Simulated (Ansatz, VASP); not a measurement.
**Rb: VASP beside Ansatz**

Contents of INCAR:

```
SYSTEM = Rb
PREC = Accurate
ENCUT = 520
EDIFF = 1E-7
ISMEAR = 0
SIGMA = 0.15
LREAL = .FALSE.
LASPH = .TRUE.
NELM = 60
ALGO = Normal
ISIF = 2
LWAVE = .FALSE.
LCHARG = .FALSE.
GGA = PE
NBANDS = 10
```

Contents of KPOINTS:

```
Automatic mesh
0
G
  12 12 12
  0 0 0
```

Contents of POSCAR:

```
Rb
1.0
   -2.9345153640      2.9345153640      2.8352805449
    2.9345153640     -2.9345153640      2.8352805449
    2.7360457258      2.7360457258     -2.8352805449
Rb
1
Direct
    0.0000000000      0.0000000000      0.0000000000
```

Input for Ansatz:

```yaml
crystal:
  lattice:
    - [-2.934515364, 2.934515364, 2.8352805449]
    - [2.934515364, -2.934515364, 2.8352805449]
    - [2.7360457258, 2.7360457258, -2.8352805449]
  atoms:
    - { symbol: Rb, position: [0.0, 0.0, 0.0] }
basis:
  ecutwfc: 420
kpoints:
  mp_grid: { grid: [12, 12, 12] }
hamiltonian:
  xc: pbe
scf:
  occupations: { method: gaussian, width: 0.15 }
output:
  forces: true
  stress: true
  eigenvalues: true
```

Change from the starting cell: engineering shear strain xy -0.0700, strain +e along x and -e along y +0.0000.

Alike in both runs: task single point; functional PBE; k mesh 12 × 12 × 12; occupations gaussian, width 0.15 eV; no spin polarisation.

```csv
,VASP,Ansatz
version,VASP 6.6.1,Ansatz 0.2.0
potentials or method,"VASP PAW PBE potentials, release 64 (Rb_sv)","scalar-relativistic, plane waves, PAW"
plane-wave cutoff (eV),520,420
valence electrons in the cell,9,9
```

```csv
,VASP,Ansatz,Ansatz less VASP
gap on the k mesh at the Fermi level (eV),none,none,-
pressure (GPa),0.0,0.0,0.00
largest component of the traceless stress (GPa),0.13,0.13,0.000
```

A gap of «none» marks a metal or a gap that the smearing closes. The functional is the same, so the differences come from potentials, cutoffs and numerics.
